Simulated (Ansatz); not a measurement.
The system is HfN.

```xyz
2
Lattice="0.0000 2.4548 2.4548 2.4548 0.0000 2.4548 2.4548 2.4548 0.0000" Properties=species:S:1:pos:R:3 pbc="T T T"
Hf    0.0000    0.0000    0.0000
N     1.2274    1.2274    1.2274
```

The cell comes from a database or a generator and needn't be the stable form of this composition.

```yaml
Program: Ansatz 0.2.0
Task: relaxation of cell and atoms
Functional: B3LYP
Potentials_or_basis: Ansatz PAW
Cutoff: "420 eV (not typed: the program's choice for these potentials)"
k_mesh: 5 × 5 × 5
Occupations: fermi-dirac, width 0.05 eV
Spin: no spin polarisation
```

At the start: volume 14.79 Å³/atom.

**Question.** Where does the relaxation end?

**Answer.** It ends after 4 steps and the volume is 15.03 Å³/atom (+1.6 %); space group F-43m (No. 216, to 0.05 Å).

Step by step:
```tsv
step	energy change (eV)	largest force (eV/Å)	volume (Å³)
1	0.0000	0.0000	29.59
2	-0.0023	0.0000	30.22
3	-0.0033	0.0000	30.05
4	-0.0051	0.0000	30.05
```

Final structure:
```
Hf N
1.0
     0.00000    2.46767    2.46767
     2.46767    0.00000    2.46767
     2.46767    2.46767    0.00000
Hf N
1 1
Direct
  0.00000 0.00000 0.00000
  0.25000 0.25000 0.25000
```

Caveat: the k mesh is coarse (spacing up to 0.44 Å⁻¹), so the values aren't converged, least of all with exact exchange; the plane-wave basis is chosen anew once the cell has moved, so the energies of steps on either side of that aren't comparable; the pressure holds a Pulay correction of +0.4 GPa for the finite cutoff; the PAW data sets come from PBE, with cores solved anew for the run's functional, which leaves a small shift of forces and pressure.
